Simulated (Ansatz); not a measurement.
# Compressing AlNi$_{3}$: a fit and a missing row

AlNi$_{3}$, Fm-3m, a = 5.672 Å. The structure is a Materials Project entry; whether it is the stable form wasn't checked. Ansatz: PBE, PAW, 420 eV, Γ-centred 14×14×14 mesh on 4 atoms, Gaussian smearing 0.10 eV; no spin polarisation. Symmetry fixes shape and atoms, so the cell is only scaled; pressure is positive in compression.

```
V (Å³/atom) P (GPa)
     10.038        ?
     10.380    20.98
     10.722    12.78
     11.065     5.86
     11.407     0.00
     11.749    -4.96
     12.091    -9.15
     12.548   -13.73
```

Task: Take V0 = 11.407 Å³/atom, fit the third-order Birch–Murnaghan form to the other rows, and predict the missing pressure.

Result: With the Eulerian strain f = ½[(V0/V)^(2/3) − 1] and y = P/[3f(1 + 2f)^(5/2)], the form is the line y = B0 + 1.5 B0 (B0′ − 4) f. Rows (f, y): 0.03246, 184.1; 0.02108, 182.3; 0.01025, 181.1; -0.00975, 178.1; -0.01904, 176.5; -0.03079, 174.2. Means f = 0.0007017, y = 179.38; Σ(Δf)² = 0.003006, ΣΔfΔy = 0.4592; the slope is their ratio. y = 179.3 + 152.8 f GPa, so B0 = 179.3 GPa and B0′ = 4 + 2 × (152.8)/(3 × 179.3) = 4.57. At V = 10.038, f = 0.04449, y = 186.10 and P = 30.74 GPa. The run gave 30.70 GPa, so the fit is 0.04 GPa too high, a small miss on the scale of the series.